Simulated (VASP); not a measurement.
# Ge: molecular dynamics at constant energy

Ge, Cmcm (no. 63), 8 atoms in the cell. PBE, molecular dynamics; PAW potentials Ge (PBE set).

Ensemble: NVE; Starting temperature (K): 1600.

## Input

INCAR:
```
  GGA = PE
  PREC = Normal
  ENCUT = 200
  EDIFF = 1E-6
  NELMIN = 4
  NELM = 60
  ALGO = Fast
  LREAL = Auto
  LASPH = True
  ISMEAR = -1
  SIGMA = 0.069
  ISYM = 0
  LWAVE = False
  LCHARG = False
  IBRION = 0
  NSW = 60
  POTIM = 3.0
  TEBEG = 1600
  ISIF = 2
  RANDOM_SEED = 810965 0 0
  MDALGO = 2
  SMASS = -3
  KPAR = 2
```

KPOINTS:
```
k-points
0
Gamma
  3 3 3
```

POSCAR:
```
Ge
1.0
    2.9761058500     -5.1893792200      0.0000000000
    2.9761058500      5.1893792200      0.0000000000
    0.0000000000      0.0000000000      4.7275957900
Ge
8
Direct
    0.1667233150      0.3332766850      0.2500000000
    0.1667233150      0.8332766850      0.2500000000
    0.6667233150      0.3332766850      0.2500000000
    0.6667233150      0.8332766850      0.2500000000
    0.3332766850      0.1667233150      0.7500000000
    0.3332766850      0.6667233150      0.7500000000
    0.8332766850      0.1667233150      0.7500000000
    0.8332766850      0.6667233150      0.7500000000
```

Commands:
```
cat potpaw_PBE.64/Ge/POTCAR > POTCAR
mpirun -np 2 vasp_std > vasp.out
```

## Result

- Rise of the mean potential energy above the start (meV/atom): 66.4
- Mean temperature (K): 1012
- Standard error of the mean temperature (K): 121
- Relative fluctuation of the kinetic energy: 0.286
- Canonical value of that fluctuation: 0.309
- Electronic steps per ionic step after the first: 4.2

Course of the run:

| Time (fs) | Temperature (K) | Potential energy less the first (meV/atom) |
|---|---|---|
| 3 | 1600 | 0.0 |
| 18 | 1508 | 10.3 |
| 30 | 1187 | 46.5 |
| 45 | 636 | 109.2 |
| 57 | 638 | 108.9 |
| 72 | 1137 | 52.1 |
| 84 | 1318 | 31.6 |
| 99 | 1111 | 55.2 |
| 111 | 847 | 85.2 |
| 126 | 763 | 94.5 |
| 138 | 782 | 92.3 |
| 153 | 760 | 94.9 |
| 165 | 930 | 75.6 |
| 180 | 1229 | 41.8 |

The mean temperature lies below the starting 1600 K, since the atoms start on their sites and part of their kinetic energy turns into potential energy.

REPORT:
```
MDALGO =   2
               SCALING =       0
                 CNEXP =     9.000   14.000
           RANDOM_SEED =            810965                0                0

   original number of atomic DOF:         21
   number of independent constraints:      0
   number of active DOF:                  21

========================================
         MD step No.       1
========================================

  Atomic velocities initialized by STEP_tb

  >Energies
                    E_tot             E_pot             E_kin               EPS                ES
   e_b>   -0.31615382E+02   -0.33062988E+02    0.14476059E+01    0.00000000E+00    0.00000000E+00

  >Temperature
               T_sim     T_inst
   tmprt>   1600.000   1599.873

  >Thermostat:
           s(n+1) sdot(n+1)      s(n)   sdot(n)        Qs
   s_b>   0.00000   0.00000   0.00000   0.00000  -3.00000

           RANDOM_SEED =            810965               48                0

[... steps left out ...]

========================================
         MD step No.      60
========================================

  >Energies
                    E_tot             E_pot             E_kin               EPS                ES
   e_b>   -0.31617094E+02   -0.32728732E+02    0.11116375E+01    0.00000000E+00    0.00000000E+00

  >Temperature
               T_sim     T_inst
   tmprt>   1600.000   1228.566

  >Thermostat:
           s(n+1) sdot(n+1)      s(n)   sdot(n)        Qs
   s_b>   0.00000   0.00000   0.00000   0.00000  -3.00000

           RANDOM_SEED =            810965               48                0
```

OSZICAR:
```
N       E                     dE             d eps       ncg     rms          rms(c)
DAV:   1     0.489765800062E+02    0.48977E+02   -0.67187E+03   588   0.582E+02
DAV:   2    -0.283837814192E+02   -0.77360E+02   -0.73060E+02   734   0.118E+02
DAV:   3    -0.330860420603E+02   -0.47023E+01   -0.44393E+01   761   0.285E+01
DAV:   4    -0.331495529962E+02   -0.63511E-01   -0.63168E-01   725   0.315E+00
DAV:   5    -0.331508997824E+02   -0.13468E-02   -0.13462E-02   781   0.319E-01    0.329E+00
RMM:   6    -0.330952191226E+02    0.55681E-01   -0.11520E-02   588   0.526E-01    0.193E+00
RMM:   7    -0.330627973096E+02    0.32422E-01   -0.28772E-02   588   0.823E-01    0.973E-02
RMM:   8    -0.330629657070E+02   -0.16840E-03   -0.14123E-03   590   0.210E-01    0.240E-02
RMM:   9    -0.330629811886E+02   -0.15482E-04   -0.19518E-04   608   0.533E-02    0.577E-03
RMM:  10    -0.330629860770E+02   -0.48884E-05   -0.39078E-05   556   0.196E-02    0.312E-03
RMM:  11    -0.330629873214E+02   -0.12444E-05   -0.50005E-06   424   0.703E-03    0.729E-04
RMM:  12    -0.330629877459E+02   -0.42456E-06   -0.10167E-06   272   0.277E-03
[... left out ...]
     58 T=  1127. E= -.31616799E+02 F= -.32636690E+02 E0= -.32609447E+02  EK= 0.10199E+01 SP= 0.00E+00 SK= 0.00E+00
     59 T=  1183. E= -.31616944E+02 F= -.32687657E+02 E0= -.32660890E+02  EK= 0.10707E+01 SP= 0.00E+00 SK= 0.00E+00
[... last step whole ...]
       N       E                     dE             d eps       ncg     rms          rms(c)
DAV:   1    -0.327287140455E+02   -0.41057E-01   -0.13072E-02  1134   0.172E+00    0.511E-03
RMM:   2    -0.327287302720E+02   -0.16226E-04   -0.14647E-04   588   0.625E-02    0.293E-03
RMM:   3    -0.327287312344E+02   -0.96237E-06   -0.92536E-06   530   0.148E-02    0.208E-03
RMM:   4    -0.327287315174E+02   -0.28308E-06   -0.17153E-06   381   0.459E-03
     60 T=  1229. E= -.31617094E+02 F= -.32728732E+02 E0= -.32702590E+02  EK= 0.11116E+01 SP= 0.00E+00 SK= 0.00E+00
```

Limits: 180 fs of 8 atoms are too short for converged averages; the cell is only 4.7 Å across, so each atom moves in step with near copies of itself.

VASP 6.6.1 took 179 s on 2 cores (AMD EPYC 7R13 (Zen 3)), a shared host.
